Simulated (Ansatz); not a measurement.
**What a change of settings does to a run on Mg**

The cell is a database entry far from equilibrium at this level of theory, probably a faulty or high-pressure entry; it serves as a test geometry alone. The listed cell was then made from it by scaling, straining or moving an atom.

First run: DFT, PBE, PAW with Ansatz's default frozen-core files, scalar-relativistic (Ansatz 0.2.0).

Command: `ansatz run input.yaml --threads 1 --pin off --max-ram 2048MiB --backend cpu --events-out ev --progress --plain --runs-dir out` The run took 1.4 s on 1 thread of AMD EPYC 9R45 96-Core Processor (Zen 5) (shared host).

```yaml
crystal:
  lattice:
    - [-1.4862784307, 1.4862784307, 1.4862784307]
    - [1.4862784307, -1.4862784307, 1.4862784307]
    - [1.4862784307, 1.4862784307, -1.4862784307]
  atoms:
    - { symbol: Mg, position: [0.0, 0.0, 0.0] }
kpoints:
  mp_grid: { grid: [19, 19, 19] }
scf:
  occupations: { method: fermi_dirac, width: 0.03 }
hamiltonian:
  xc: pbe
  pseudopotentials: { kind: paw }
output:
  forces: true
  stress: true
  eigenvalues: true
  efg: { contact_densities: true }
  write_density: true
  write_potential: true
  elf: true
  volumetric_format: npy
```

Result: converged; pressure 58.2 GPa; no gap on the k mesh; 6 SCF iterations.

A second run of a changed input logged this at its end:

```
Error: YAML parse error: error: line 14 column 7: hamiltonian.xc: unknown variant `b3-lyp`, expected one of `lda`, `lda-pw`, `pw92`, `pbe`, `pbesol`, `rpbe`, `revpbe`, `blyp`, `pbe0`, `revpbe0`, `b3lyp`, `b3lyp5`, `hse06`, `wpbeh`, `hiss`, `lc_wpbe`, `cam_b3lyp`, `hf`, `r2scan`, `r2scanh`, `r2scan0`, `r2scan50`, `mr2scan`
  --> <input>:14:7
   |
12 |   max_iter: 60
13 | hamiltonian:
14 |   xc: b3-lyp
   |       ^ hamiltonian.xc: unknown variant `b3-lyp`, expected one of `lda`, `lda-pw`, `pw92`, `pbe`, `pbesol`, `rpbe`, `revpbe`, `blyp`, `pbe0`, `revpbe0`, `b3lyp`, `b3lyp5`, `hse06`, `wpbeh`, `hiss`, `lc_wpbe`, `cam_b3lyp`, `hf`, `r2scan`, `r2scanh`, `r2scan0`, `r2scan50`, `mr2scan`
15 |   pseudopotentials: { kind: paw }
16 | output:
   |
```

**Question.** What was wrong with the input?

**Answer.** An unknown functional, by this change (others could give a like log):
```diff
@@ -10,6 +10,7 @@
 scf:
   occupations: { method: fermi_dirac, width: 0.03 }
+  max_iter: 60
 hamiltonian:
-  xc: pbe
+  xc: b3-lyp
   pseudopotentials: { kind: paw }
 output:
@@ -18,7 +19,3 @@
   eigenvalues: true
   efg: { contact_densities: true }
-  write_density: true
-  write_potential: true
-  elf: true
-  volumetric_format: npy
```
